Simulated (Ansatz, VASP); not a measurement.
# One calculation of BAs, two programs

POSCAR

```
BAs
1.0
    2.9251576732      0.0000000000      0.0000000000
    0.0000000000      2.9251576732      0.0000000000
    0.0000000000      0.0000000000      2.9251576732
B As
1 1
Direct
    0.0000000000      0.0000000000      0.0000000000
    0.5000000000      0.5000000000      0.5000000000
```

Contents of INCAR.step1:

```
SYSTEM = BAs
ALGO     = Normal         ! electronic algorithm
EDIFF    = 1E-4           ! SCF threshold, eV
ENCUT    = 520            ! plane-wave cutoff, eV
GGA      = PE             ! functional
ISMEAR   = -1             ! smearing method
LASPH    = .True.         ! aspherical terms in the spheres
LCHARG   = .False.        ! write CHGCAR
LREAL    = .False.        ! projectors in reciprocal space
LWAVE    = .True.         ! write WAVECAR
NBANDS   = 11             ! bands
NELM     = 100            ! most SCF steps
PREC     = Accurate       ! precision mode
SIGMA    = 0.02           ! smearing width, eV
```

The input INCAR.step2:

```
SYSTEM = BAs
ALGO     = Normal         ! electronic algorithm
EDIFF    = 1E-6           ! SCF threshold, eV
ENCUT    = 520            ! plane-wave cutoff, eV
ISIF     = 2              ! what is computed and relaxed
ISMEAR   = -1             ! smearing method
ISTART   = 1            
IVDW     = 12             ! dispersion correction
LASPH    = .True.         ! aspherical terms in the spheres
LCHARG   = .False.        ! write CHGCAR
LMIXTAU  = .True.       
LREAL    = .False.        ! projectors in reciprocal space
LWAVE    = .False.        ! write WAVECAR
METAGGA  = R2SCAN         ! meta-GGA
NBANDS   = 11             ! bands
NELM     = 100            ! most SCF steps
PREC     = Accurate       ! precision mode
SIGMA    = 0.02           ! smearing width, eV
VDW_A1   = 0.49484001   
VDW_A2   = 5.73083694   
VDW_S6   = 1.0          
VDW_S8   = 0.78981345
```

Contents of KPOINTS:

```
k-points
0
Gamma
  6 6 6
  0 0 0
```

Input for Ansatz:

```yaml
crystal:
  lattice:
    - [2.9251576732, 0.0, 0.0]
    - [0.0, 2.9251576732, 0.0]
    - [0.0, 0.0, 2.9251576732]
  atoms:
    - { symbol: B, position: [0.0, 0.0, 0.0] }
    - { symbol: As, position: [0.5, 0.5, 0.5] }
kpoints:
  mp_grid: { grid: [6, 6, 6] }
hamiltonian:
  xc: r2scan
  dispersion: d3bj
scf:
  occupations: { method: fermi_dirac, width: 0.02 }
  n_extra_bands: 4
output:
  forces: true
  stress: true
  eigenvalues: true
```

Alike in both runs: task single point; functional r2SCAN; dispersion D3(BJ); k mesh 6 × 6 × 6; occupations fermi-dirac, width 0.02 eV; no spin polarisation.

```csv
,VASP,Ansatz
version,VASP 6.6.1,Ansatz 0.2.0
potentials or method,"VASP PAW PBE potentials, release 64 (B, As)",plane waves
plane-wave cutoff (eV),520,500
valence electrons in the cell,8,18
```

|  | VASP | Ansatz | Ansatz less VASP |
| --- | --- | --- | --- |
| pressure (GPa) | -0.2 | -0.2 | -0.04 |
| dispersion energy (meV/atom) | -167.6 | -167.7 | -0.08 |

The two sets of potentials don't hold the same shells in valence. Ansatz warned: «dispersion_damping_borrowed».

Caveats: the PAW data sets were made with another functional, which shifts forces and pressure a little (VASP); pairwise dispersion overbinds metals, which lowers pressure and volume.
